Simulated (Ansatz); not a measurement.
Au:

```xyz
1
Lattice="-1.6573 1.6573 1.6573 1.6573 -1.6573 1.6573 1.6573 1.6573 -1.6573" Properties=species:S:1:pos:R:3 pbc="T T T"
Au    0.0000    0.0000    0.0000
```

This isn't the form of Au at room conditions, which is fcc.

Base run:

| Quantity | Value |
| --- | --- |
| Program | Ansatz 0.2.0 |
| Functional | PBEsol |
| Potentials or basis | all-electron LAPW, scalar-relativistic |
| Cutoff | 251 eV |
| Density cutoff | 1003 eV |
| Basis error allowed | 0.001 eV/atom |
| k mesh | 11 × 11 × 11 |
| Occupations | fermi-dirac, width 0.05 eV |
| Spin | no spin polarisation |

Its results: pressure -8.9 GPa.

Question: The run is repeated on the same cell with these changes: functional from PBEsol to LDA. What comes out?

Answer: Pressure -13.1 GPa.

LDA binds more tightly than PBEsol, so the same cell stands under less pressure.

Not every run made on this cell is shown here.
